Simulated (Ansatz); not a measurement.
## ScAl$_{3}$: course of a relaxation

The calculation used Ansatz, DFT PBEsol, scalar-relativistic, plane waves, PAW. Settings: 420 eV cutoff, 14×14×14 k-mesh, Gaussian smearing of 0.10 eV, no spin polarisation.

What was changed: biaxial strain in the a-b plane, c and atoms relaxed: +4.0 %.

Command:

```bash
ansatz run input.yaml --threads 1 --pin off --max-ram 2560MiB --backend cpu --events-out ev --progress --plain --runs-dir out
```

Input:

```yaml
crystal:
  lattice:
    - [4.2341505609, 0.0, 0.0]
    - [0.0, 4.2341505609, 0.0]
    - [0.0, 0.0, 3.9735874495]
  atoms:
    - { symbol: Sc, position: [0.0, 0.0, 0.0] }
    - { symbol: Al, position: [0.5, 0.0, 0.5] }
    - { symbol: Al, position: [0.0, 0.5, 0.5] }
    - { symbol: Al, position: [0.5, 0.5, 0.0] }
basis:
  ecutwfc: 420
kpoints:
  mp_grid: { grid: [14, 14, 14] }
hamiltonian:
  xc: pbesol
scf:
  occupations: { method: gaussian, width: 0.1 }
output:
  forces: true
  stress: true
  eigenvalues: true
relax:
  adjacent_minimum: "off"
  f_tol: 0.008
  max_steps: 40
  cell: { stress_tol: 0.015, fix: [a, b, gamma] }
```

F is the free energy. Steps run on the plane waves of an earlier cell, but the last one, and at times one on the way, on a freshly chosen basis, so a repeated geometry can differ a little in energy. The held parts of the cell keep their stress, so P needn't end at zero.

Steps:

```
step F − F(1) (eV) largest force component (eV/Å) V (Å³/atom) P (GPa)
   1         0.0000                           0.000       17.810    -4.18
   2        -0.0003                           0.000       17.985    -4.94
   3        -0.0010                           0.000       17.910    -4.63
   4        -0.0011                           0.000       17.910    -4.62
```

Relaxed structure:

```yaml
crystal:
  lattice:
    - [4.23415, 0.00000, 0.00000]
    - [0.00000, 4.23415, 0.00000]
    - [0.00000, 0.00000, 3.99606]
  atoms:
    - { symbol: Sc, position: [0.00000, 0.00000, 0.00000] }
    - { symbol: Al, position: [0.50000, 0.00000, 0.50000] }
    - { symbol: Al, position: [0.00000, 0.50000, 0.50000] }
    - { symbol: Al, position: [0.50000, 0.50000, 0.00000] }
```

Symmetry: P4/mmm, No. 123, tetragonal system. The conventional cell has a = 4.234 Å, b = 4.234 Å, c = 3.996 Å, α = 90.00°, β = 90.00°, γ = 90.00°. Around Sc (site symmetry 4/mmm) lie 12 Al at 2.91 to 2.99 Å. Al (site symmetry mmm) is surrounded by 4 Sc at 2.91 Å and 8 Al at 2.91 to 2.99 Å. Al (site symmetry 4/mmm) is surrounded by 8 Al at 2.91 Å and 4 Sc at 2.99 Å.

The run converged. Time: 52 s on 1 thread of Arm Neoverse V2 (shared host), peak memory 0.55 GiB.